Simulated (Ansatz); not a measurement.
# Cd, one cell by several methods

```yaml
crystal:
  lattice:
    - [2.97887, 0.00000, 0.00000]
    - [-1.48944, 2.57978, 0.00000]
    - [0.00000, 0.00000, 5.61765]
  atoms:
    - { symbol: Cd, position: [0.33333, 0.66667, 0.25000] }
    - { symbol: Cd, position: [0.66667, 0.33333, 0.75000] }
```

Atoms are numbered in the order listed.

The cell is COD entry 9008490, as deposited and not checked against the literature; nothing was relaxed.

Levels of theory: DFT, LDA, PAW with Ansatz's default frozen-core files, scalar-relativistic (Ansatz 0.2.0); DFT, LDA, all-electron LAPW, scalar-relativistic (Ansatz 0.2.0).

For PAW: a Γ-centred 14×14×7 k mesh, Fermi–Dirac smearing of 0.05 eV, cutoff 420 eV, no spin polarisation; the PAW files were made with PBE, and the program remakes their frozen cores for this functional. LAPW targets a basis error of 0.25 meV/atom. The Ansatz runs share mesh, smearing and spin set-up. Plane-wave (PAW) pressures include the program's estimate of the Pulay term.

Stress and pressure are positive in compression.

Levels count from the Fermi level.

PAW results:

```tsv
quantity	PAW
pressure (GPa)	-4.28
stress xx (GPa)	-4.66
stress zz (GPa)	-3.53
highest filled level at H (eV)	-8.427
lowest empty level at H (eV)	1.030
highest filled level at Γ (eV)	-3.040
lowest empty level at Γ (eV)	10.273
highest filled level at L (eV)	-1.557
lowest empty level at L (eV)	0.004
```

Task: What does LAPW (all electrons) give for the same quantities?

Result: 
```tsv
quantity	LAPW
pressure (GPa)	-4.28
stress xx (GPa)	-4.66
stress zz (GPa)	-3.52
highest filled level at H (eV)	-8.421
lowest empty level at H (eV)	1.031
highest filled level at Γ (eV)	-3.042
lowest empty level at Γ (eV)	10.271
highest filled level at L (eV)	-1.559
lowest empty level at L (eV)	0.006
```
